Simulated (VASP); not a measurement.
Write the native input for VASP 6.6.1 that does the following.

| Property | Result |
| --- | --- |
| Task | electric field gradients |
| Functional | PBE |
| Potentials or basis | VASP PAW PBE potentials, release 64 (Rb_sv) |
| Cutoff | 520 eV |
| k mesh | 10 × 10 × 10 |
| Occupations | fermi-dirac, width 0.05 eV |
| Spin | no spin polarisation |
| Dipole correction | no |
| Further INCAR settings | ALGO = Normal; EDIFF = 1e-08; NBANDS = 10 |

The structure of Rb lies in POSCAR:

```
Rb
1.0
   -2.8490613393      2.8490613393      2.7218200000
    2.8490613393     -2.8490613393      2.7218200000
    2.8490613393      2.8490613393     -2.7218200000
Rb
1
Direct
    0.0000000000      0.0000000000      0.0000000000
```

The cell isn't the ideal one: z stretched by -3 % at fixed volume, crystal datasets.

One way to write it, as run:

INCAR

```
ALGO = Normal ; EDIFF = 1E-8
ENCUT = 520 ; GGA = PE
ISIF = 2 ; ISMEAR = -1
LASPH = T ; LCHARG = F
LEFG = T ; LREAL = F
LWAVE = F ; NBANDS = 10
NELM = 100 ; PREC = Accurate
SIGMA = 0.05
```

KPOINTS

```
k-points
0
Gamma
  10 10 10
```

Potentials or basis: VASP PAW PBE potentials, release 64 (Rb_sv).

Launch:

```console
$ cat potpaw_PBE.64/Rb_sv/POTCAR > POTCAR
$ mpirun -np 1 vasp_std > vasp.out
```

Results of the run:

```
Pressure               : 0.1 GPa
Band gap on the k mesh : none (metal or under the smearing width)
```

Wall time 32 s on 1 thread of AMD EPYC 9R45 96-Core Processor (Zen 5) (shared host), peak memory 0.22 GiB.
